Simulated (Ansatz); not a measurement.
# Ag (hcp)

Computed with Ansatz (plane waves, PAW, 420 eV cutoff): PBE, scalar-relativistic, no spin polarisation, 16×16×10 k-mesh, Gaussian smearing of 0.05 eV; PAW files: Ansatz's generated set soft_2.

```
Ag
1.0
     2.93734    0.00000    0.00000
    -1.46867    2.54381    0.00000
     0.00000    0.00000    4.79224
Ag
2
Direct
  0.33333 0.66667 0.75000
  0.66667 0.33333 0.25000
```

At room temperature and ambient pressure Ag is fcc.

The cell is relaxed to zero pressure at this level.

Path: Γ–M–K–Γ–A–L–H–A | L–M | H–K, with Γ = (0.000, 0.000, 0.000), M = (0.500, 0.000, 0.000), K = (0.333, 0.333, 0.000), A = (0.000, 0.000, 0.500), L = (0.500, 0.000, 0.500), H = (0.333, 0.333, 0.500) in reciprocal vectors of the calculation's cell.

Question: Is it a metal or an insulator, and if it has a gap, where are the band edges on this path?

Answer: A metal: bands cross the Fermi level.

Bands as a text map, energy in eV from the Fermi level (dashes), each leg drawn with the same width:
```
  4.86 |     *                                  *            *      *      
  4.57 |     *         * *     *             ***            *        *     
  4.29 |    *        * *                   **             **               
  4.00 |                  *                       *                ** *    
  3.71 |   **              *  *                  *                   * *   
  3.43 |***                 **                                        ***  
  3.14 |              *                                                 ***
  2.86 |      *           *                     *                          
  2.57 |             *                             *                       
  2.29 |   *        **                         *                           
  2.00 |           *                                                       
  1.71 |         ** *                         *                            
  1.43 |       **  *       *                 *               ******        
  1.14 |  *                                                 *              
  0.86 |          *    *                   **             **               
  0.57 |         *                                  *       *              
  0.29 | *     **           *             *                  ******        
  0.00 |-------------------------------------------------------------------
 -0.29 |*                    *                                             
 -0.57 |                      *                                            
 -0.86 |                *                *                                 
 -1.14 |      *                *                     *                     
 -1.43 |                                                                   
 -1.71 |                                                                   
 -2.00 |                        *       *                                  
 -2.29 |     *           *                            *                    
 -2.57 |                         *     *                                   
 -2.86 | ************  ******         *   ************ *  ************     
        Γ      M      K      Γ      A      L      H      AL       MH      K
```
